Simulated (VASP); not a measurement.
Runs of VASP 6.6.1 on TePb. The structure is cubic, space group Fm-3m (No. 225). The conventional cell has a = 6.462 Å, b = 6.462 Å, c = 6.462 Å, α = 90.00°, β = 90.00°, γ = 90.00°. Around Pb (site symmetry m-3m) lie 6 Te at 3.23 Å. Around Te (site symmetry m-3m) lie 6 Pb at 3.23 Å. 

```tsv
task	level	cell	k mesh	cutoff (eV)	ions in elastic constants	grid for exact exchange (PRECFOCK)	exchange at q = 0	optimiser	mesh quality	gap on the mesh (eV)	pressure (GPa)	relaxed volume (Å³/atom)
relaxation of cell and atoms	TPSSh	relaxed	4 × 4 × 4	600	-	Fast	default	-	coarse	1.25	0.0	(a)
relaxation of cell and atoms	r2SCAN	relaxed	7 × 7 × 7	600	-	-	-	-	not flagged	-	0.0	34.88
relaxation of the atoms	r2SCAN	atoms relaxed from: atoms moved at random, drawn with an rms of 0.02 Å	7 × 7 × 7	520	-	-	-	vasp	not flagged	1.27	1.5	-
relaxation of cell and atoms	r2SCAN+D3(BJ)	relaxed	7 × 7 × 7	600	-	-	-	-	not flagged	-	0.0	34.20
```

Alike in all rows: potentials or basis VASP PAW PBE potentials, release 64 (Pb_d, Te); no spin polarisation; smearing gaussian 0.05 eV.

**Question.** Estimate the missing entries.

**Answer.** (a) 34.73.

Caveats: some runs use coarse meshes; the PAW data sets were made with another functional, which shifts forces and pressure a little; spin-orbit coupling is left out, which as a rule narrows the gap of such compounds by several tenths of an eV (some runs); an odd mesh through Γ misses points on the zone boundary, where band edges often lie (some runs).

A k mesh can miss the band edges, and the runs leave out spin-orbit coupling on Pb, Te.
